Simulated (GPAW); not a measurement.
Al2O3:

```xyz
10
Lattice="4.6138 0.0000 0.0000 0.0000 9.5633 0.0000 0.0000 0.0000 3.1199" Properties=species:S:1:pos:R:3 pbc="T T T"
Al    4.5352    7.8856    0.0000
Al    0.0785    1.6777    0.0000
Al    2.2283    6.4593    1.5599
Al    2.3854    3.1040    1.5599
O     2.3069    4.7816    1.5599
O     0.5704    7.2016    1.5599
O     1.7365    2.4200    0.0000
O     2.8773    7.1433    0.0000
O     0.0000    0.0000    0.0000
O     4.0434    2.3617    1.5599
```

Measurements of this composition are mostly on another form, of space group No. 167.

Base run:

| Quantity | Value |
| --- | --- |
| Program | GPAW 26.7.0 |
| Functional | r2SCAN |
| Potentials or basis | GPAW PAW data sets (gpaw-data 1.2.1) |
| Cutoff | 800 eV |
| Basis | pw |
| k mesh | 4 × 2 × 6 |
| Occupations | fermi-dirac, width 0.05 eV |
| Spin | no spin polarisation |

Its results: band gap on the k mesh 4.17 eV, direct.

Question: The run is repeated on the same cell with these changes: functional from r2SCAN to TB-mBJ; potentials or basis from GPAW PAW data sets (gpaw-data 1.2.1) to GPAW PAW data sets for LDA (gpaw-data 1.2.1). What comes out?

Answer: Band gap on the k mesh 5.92 eV, direct.

Caveats: a model potential gives levels but no total energy (some runs).
